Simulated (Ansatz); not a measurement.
The cell is COD entry 9008501, as deposited and not checked against the literature; nothing was relaxed.

Hf: DFT, PBE, PAW with Ansatz's default frozen-core files, scalar-relativistic (Ansatz 0.2.0).

Command: `ansatz run input.yaml --threads 1 --pin off --max-ram 3072MiB --backend cpu --events-out ev --progress --plain --runs-dir out` The run took 19 s on 1 thread of Arm Neoverse V1, on a shared host, peak memory 0.43 GiB.

```yaml
crystal:
  lattice:
    - [3.1966985242, 0.0, 0.0]
    - [-1.5983492621, 2.7684221302, 0.0]
    - [0.0, 0.0, 5.0578]
  atoms:
    - { symbol: Hf, position: [0.3333333333, 0.6666666667, 0.25] }
    - { symbol: Hf, position: [0.6666666667, 0.3333333333, 0.75] }
kpoints:
  mp_grid: { grid: [13, 13, 7] }
  band_path:
    path:
      - [0.0, 0.0, 0.0]
      - [0.5, 0.0, 0.0]
      - [0.3333333333, 0.3333333333, 0.0]
      - [0.0, 0.0, 0.0]
      - [0.0, 0.0, 0.5]
      - [0.5, 0.0, 0.5]
      - [0.3333333333, 0.3333333333, 0.5]
      - [0.0, 0.0, 0.5]
      - [0.5, 0.0, 0.5]
    npoints: 14
scf:
  occupations: { method: fermi_dirac, width: 0.05 }
hamiltonian:
  xc: pbe
  pseudopotentials: { kind: paw }
output:
  forces: true
  stress: true
  eigenvalues: true
  efg: { contact_densities: true }
  populations: true
  bader: true
  dos: { projected: true, de: 0.2, e_range: [-14, 8] }
  write_density: true
  write_potential: true
  elf: true
  volumetric_format: npy
```

Output:

```
Hf: output.efg is read without spin–orbit coupling, which moves field gradients at and beside such atoms by some per cent and up to a factor of two; PAW files take it under magnetization.noncollinear and magnetization.spin_orbit
Engine: ansatz 0.2.0
Pseudopotentials: kind: paw
Pseudopotential: Hf, paw, valence charge 26, recommended cutoff 420 eV (normal)
Functional definition: PBE
  parameter kappa = 0.804
  parameter beta = 0.06672455060314922
  exchange = pbe_x(kappa = kappa, mu = beta*pi^2/3)
  correlation = pbe_c(beta = beta)
Crystal: 2 atoms, lattice volume = 44.761 Å³
Basis set: ecut = 420 eV, 881 PW (Γ), exchange–correlation on 48×48×72 points (8 copies of the dense FFT grid, shifted against one another)
Bands: 32, of which v1, the nominal top of the filled ones, is band 26 counted from 1 (25 counted from 0)
Symmetry: 24 space group operations
Space group: P63/mmc (ITA 194), of the structure as read, at distance tolerance 3.6e-5 Å
k-points: 84 of 1183
Non-local potential: Hf, projectors of the file, l = 0: 3, l = 1: 2, l = 2: 2, l = 3: 3
PAW form: soft (Blöchl's): semilocal exchange-correlation on the pseudo side does not see the compensation charge
PAW one-centre angular grid: Hf, 590 points (default); XC on 64 Gauss nodes
Initial density: superposition of atomic densities (neutral atoms: chi_scale 0, normalization atom), corrected by the library's trained network
Initial wavefunctions: pseudopotential atomic-orbital guess
Functional: x = pbe(κ = 0.804, μ = 0.2195149727645171), c = pbe(β = 0.06672455060314922)
SCF iter   1: F=—  HF=-31442.729050 eV  |F-HF|=—  |Δ(HF+E_count)|=         —  Δρ=3.10e-3  dr2=2.26e-3  ethr=1.77e-3  ⟨swp⟩=4.6  Hψ=8927  notcnv=0
preconditioner: auto → Kerker (q_TF=auto, 2.797 Å⁻¹)  [metal: Δε(μ)=0.008 eV  Ē_g=17.561 eV  σ=0.050 eV  W_gap=0.04  n_scr=22 (ndim 8)  ℏωp=38.5 eV  f_vac=0.000  D(μ)=1.58/eV (n_scr^D=10)]
SCF iter   2: F=—  HF=-31442.729324 eV  |F-HF|=—  |Δ(HF+E_count)|=   2.74e-4  Δρ=1.95e-3  dr2=9.90e-4  ethr=4.34e-6  ⟨swp⟩=2.1  Hψ=4169  notcnv=0
SCF iter   3: F=—  HF=-31442.729514 eV  |F-HF|=—  |Δ(HF+E_count)|=   1.90e-4  Δρ=3.20e-4  dr2=4.18e-5  ethr=1.90e-6  ⟨swp⟩=3.0  Hψ=4873  notcnv=0
SCF iter   4: F=—  HF=-31442.729515 eV  |F-HF|=—  |Δ(HF+E_count)|=   1.06e-6  Δρ=1.81e-4  dr2=8.41e-6  ethr=8.03e-8  ⟨swp⟩=2.0  Hψ=4859  notcnv=0
SCF iter   5: F=—  HF=-31442.729513 eV  |F-HF|=—  |Δ(HF+E_count)|=   2.01e-6  Δρ=5.41e-5  dr2=7.03e-7  ethr=1.62e-8  ⟨swp⟩=2.0  Hψ=4202  notcnv=0
SCF iter   6: F=-31442.729513 eV  HF=-31442.729513 eV  |F-HF|=3.98e-9  |Δ(HF+E_count)|=   4.57e-7  Δρ=1.32e-5  dr2=4.41e-8  ethr=1.92e-10  ⟨swp⟩=11.1  Hψ=24409  notcnv=0
SCF 1 converged in 6 iterations: F = -31442.729513 eV  dr2 = 4.41e-8
  Residual-converged pass: ⟨swp⟩=1.0  Hψ=3026  notcnv=0  max |occ|·‖R‖ = 7.0e-9 eV (tolerance 1.0e-8 eV)  dr2=4.41e-8  dr2_onsite=6.88e-8  max |Δocc| = 4.7e-11
  greatest PAW one-centre occupation: 0.998 electrons in one spin orbital (limit 2), on the Hf atom at site 1 (counted from 0), in its partial waves of l = 0
NSCF: frozen V_eff on 113 k-points
SCF converged after 6 iterations
Free energy (F): -31442.729513 eV
Harris-Foulkes:  -31442.729513 eV  (|F-HF|=3.98e-9)
Internal energy: -31442.716512 eV  (E = F + TS)
E sigma→0 (E₀):  -31442.723012 eV
Entropy (-TS):   -0.013001 eV (-6.501 meV/atom)
Fermi energy:    19.898672 eV
--- Per-component energies (eV) ---
  E_band       = 71.957381
  E_kinetic    = 848.462528
  E_local      = -10144.553392  (includes V_loc(G=0)·N_el)
  E_nonlocal   = -2488.670592
  E_hartree    = 4772.780924
  E_xc         = -600.338172
  E_vxc        = -532.529606  (∫ρ·V_xc dr)
  E_paw        = -13855.674465  (= ΣΔE_a)
  E_vpaw       = 2843.699593  (= ΣTr[D̂ρ^β])
  E_aug_tail   = -0.000002  (compensation charges beyond the density's cutoff)
  E_ewald      = -9974.723339
  E_smearing   = -0.013001  (= −TS)
  E_closure    = -0.000000  (closes the sum)
  Σ components = -31442.729513   (vs F -31442.729513, Δ=0.00e0)
--- Forces (eV/Å), atoms counted from 1 ---
  atom   1  Hf     0.00000000     0.00000000     0.00000000
  atom   2  Hf    -0.00000000    -0.00000000    -0.00000000
  max |Σ_I F_I| component: 1.85e-17 eV/Å
--- Stress (GPa, compression-positive) ---
        0.822975      -0.000000      -0.000000
        0.000000       0.822975       0.000000
       -0.000000       0.000000       0.708438
  P = ⅓ Tr σ = 0.7848 GPa (7.848 kbar)
--- PAW observables at the nuclei: V_zz in 10²¹ V/m², potentials from the cell's mean, atoms counted from 1 ---
  atom   1  Hf V_zz =    +9.155424   η = 0.0000   by run symmetry: allowed
            electrostatic potential = -14183.511464 V   contact ρ = 7528685.847214 e/Å³
  atom   2  Hf V_zz =    +9.155424   η = 0.0000   by run symmetry: allowed
            electrostatic potential = -14183.511464 V   contact ρ = 7528685.847214 e/Å³
--- Band table (eV; the first three rows and the last of 84) ---
  k-point 0: bands = ["-42.0178", "-41.9466", "-11.1608", "-10.4192", "-10.4192", "-10.2922", "-10.2909", "-10.2909", "8.0141", "8.0488", "8.0492", "8.0492", "8.0502", "8.0502", "8.0558", "8.0615", "8.0615", "8.0691", "8.0883", "8.0883", "8.1303", "8.1339", "12.5208", "16.1851", "20.5303", "21.0692", "21.0692", "21.3497", "21.8912", "21.8912", "22.5312", "22.5312"]
  k-point 1: bands = ["-42.0143", "-41.9501", "-11.1205", "-10.4129", "-10.4129", "-10.3383", "-10.2973", "-10.2973", "8.0148", "8.0391", "8.0391", "8.0510", "8.0510", "8.0558", "8.0558", "8.0631", "8.0631", "8.0706", "8.0918", "8.0918", "8.1305", "8.1337", "12.7081", "16.0838", "20.2783", "20.9677", "20.9677", "21.1863", "21.7383", "21.7383", "22.8336", "22.8336"]
  k-point 2: bands = ["-42.0045", "-41.9601", "-11.0063", "-10.4654", "-10.3952", "-10.3952", "-10.3152", "-10.3152", "8.0175", "8.0328", "8.0328", "8.0414", "8.0453", "8.0453", "8.0565", "8.0711", "8.0767", "8.0767", "8.0957", "8.0957", "8.1310", "8.1333", "13.2436", "15.6907", "19.9066", "20.7637", "20.8496", "20.8496", "21.4026", "21.4026", "23.5210", "23.5210"]
  k-point 83: bands = ["-41.9430", "-41.9415", "-10.9614", "-10.9541", "-10.7625", "-10.7039", "-10.4420", "-10.4287", "8.0399", "8.0463", "8.0481", "8.0509", "8.0569", "8.0588", "8.0655", "8.0680", "8.0688", "8.0695", "8.0718", "8.0750", "8.1118", "8.1119", "17.8754", "17.9081", "18.6254", "18.6874", "19.6341", "19.7763", "22.1226", "22.7327", "24.9970", "25.1728"]
--- Löwdin populations: 2 sites ---
  site symbol       q [e]
     0     Hf     25.9229
     1     Hf     25.9229
  spilling = 0.002964 (of n_electrons = 52.000000)
--- Bader charges: 2 sites ---
  site symbol  charge [e]  shift [e]
     0     Hf      0.0000     0.0000
     1     Hf      0.0000     0.0000
  estimated error of the sums over rays = 3.2e-4 e
```

populations.tsv:

```
# site	symbol	l	j	q
# orbitals = lowdin
# n_electrons = 52.000000
# spilling = 0.002964
0	Hf	0_5S	-	1.957319
0	Hf	0_6S	-	0.848892
0	Hf	1_5P	-	5.976847
0	Hf	2_5D	-	3.144561
0	Hf	3_4F	-	13.995306
1	Hf	0_5S	-	1.957319
1	Hf	0_6S	-	0.848892
1	Hf	1_5P	-	5.976847
1	Hf	2_5D	-	3.144561
1	Hf	3_4F	-	13.995306
```

bader_charges.tsv:

```
# site	symbol	x_ang	y_ang	z_ang	partial_charge_e	electrons	volume_ang3	relative_density_drop	shared_charge_e	partial_wave_shift_e
# quadrature_error_electrons = 3.2e-4
0	Hf	0.0000	1.8456	1.2645	0.00000	72.00000	22.38	-	0.00000	0.00000
1	Hf	1.5983	0.9228	3.7934	0.00000	72.00000	22.38	-	0.00000	0.00000
```
